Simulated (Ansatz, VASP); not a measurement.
**KF: VASP beside Ansatz**

File POSCAR:

```
KF
1.0
    3.2506070000      0.0318790000     -0.0039190000
    0.0318790000      3.3117180000      0.0543290000
   -0.0039190000      0.0543290000      3.2164700000
K F
1 1
Direct
    0.0000000000      0.0000000000      0.0000000000
    0.5000000000      0.5000000000      0.5000000000
```

Contents of INCAR.step1:

```
SYSTEM = KF
PREC     = Accurate       ! precision mode
ENCUT    = 520            ! plane-wave cutoff, eV
ISMEAR   = 0              ! smearing method
SIGMA    = 0.01           ! smearing width, eV
LREAL    = .FALSE.        ! projectors in reciprocal space
LASPH    = .TRUE.         ! aspherical terms in the spheres
NELM     = 100            ! most SCF steps
NBANDS   = 15             ! bands
GGA      = PE             ! functional
ALGO     = Normal         ! electronic algorithm
EDIFF    = 1E-4           ! SCF threshold, eV
LWAVE    = .TRUE.         ! write WAVECAR
LCHARG   = .FALSE.        ! write CHGCAR
```

Contents of INCAR.step2:

```
SYSTEM = KF
PREC     = Accurate       ! precision mode
ENCUT    = 520            ! plane-wave cutoff, eV
EDIFF    = 1E-7           ! SCF threshold, eV
ISMEAR   = 0              ! smearing method
SIGMA    = 0.01           ! smearing width, eV
LREAL    = .FALSE.        ! projectors in reciprocal space
LASPH    = .TRUE.         ! aspherical terms in the spheres
NELM     = 100            ! most SCF steps
ALGO     = Normal         ! electronic algorithm
ISIF     = 2              ! what is computed and relaxed
LWAVE    = .FALSE.        ! write WAVECAR
LCHARG   = .TRUE.         ! write CHGCAR
METAGGA  = R2SCAN         ! meta-GGA
LMIXTAU  = .TRUE.       
LUSE_VDW = .TRUE.       
IVDW_NL  = 2            
BPARAM   = 11.95        
CPARAM   = 0.0093       
LELF     = .TRUE.         ! ELF
LVHAR    = .TRUE.       
NBANDS   = 15             ! bands
ISTART   = 1
```

Contents of KPOINTS:

```
Automatic mesh
0
G
  6 6 6
  0 0 0
```

File input.yaml:

```yaml
crystal:
  lattice:
    - [3.250607, 0.031879, -0.003919]
    - [0.031879, 3.311718, 0.054329]
    - [-0.003919, 0.054329, 3.21647]
  atoms:
    - { symbol: K, position: [0.0, 0.0, 0.0] }
    - { symbol: F, position: [0.5, 0.5, 0.5] }
hamiltonian:
  xc: r2scan
  pseudopotentials: { kind: nc }
  dispersion: rvv10
kpoints:
  mp_grid: { grid: [6, 6, 6] }
scf:
  occupations: { method: fixed }
  n_extra_bands: 12
  lower_state_search: light
output:
  eigenvalues: true
  optics: { e_range: [0, 14], sigma: 0.2, nscf_kmesh: { grid: [8, 8, 8] } }
  write_density: true
  write_potential: true
  elf: true
  volumetric_format: npy
```

The cell comes from a database or a generator and needn't be the stable form of this composition.

Alike in both runs: functional r2SCAN; dispersion rVV10; k mesh 6 × 6 × 6; no spin polarisation.

|  | VASP | Ansatz |
| --- | --- | --- |
| version | VASP 6.6.1 | Ansatz 0.2.0 |
| potentials or method | VASP PAW PBE potentials, release 64 (K_sv, F) | PseudoDojo standard (PBE files) |
| plane-wave cutoff (eV) | 520 | 1143 |
| occupations | gaussian, width 0.01 eV | fixed |
| valence electrons in the cell | 16 | 16 |
| task | single point | optical spectrum |

VASP gave:

| Quantity | Value |
| --- | --- |
| gap on the k mesh at the Fermi level (eV) | 7.02 |
| least direct gap on the mesh (eV) | 7.07 |

Question: Estimate Ansatz's values.

Answer: gap on the k mesh at the Fermi level (eV): 6.87; least direct gap on the mesh (eV): 6.92.

Caveats: spectra need much finer meshes, so this one isn't converged (Ansatz); independent-particle spectra lack excitons (Ansatz); the potentials were made for another functional, which shifts forces and pressure (Ansatz). r2SCAN opens gaps a little over a GGA but as a rule still falls short of measured ones. A k mesh can miss the band edges.
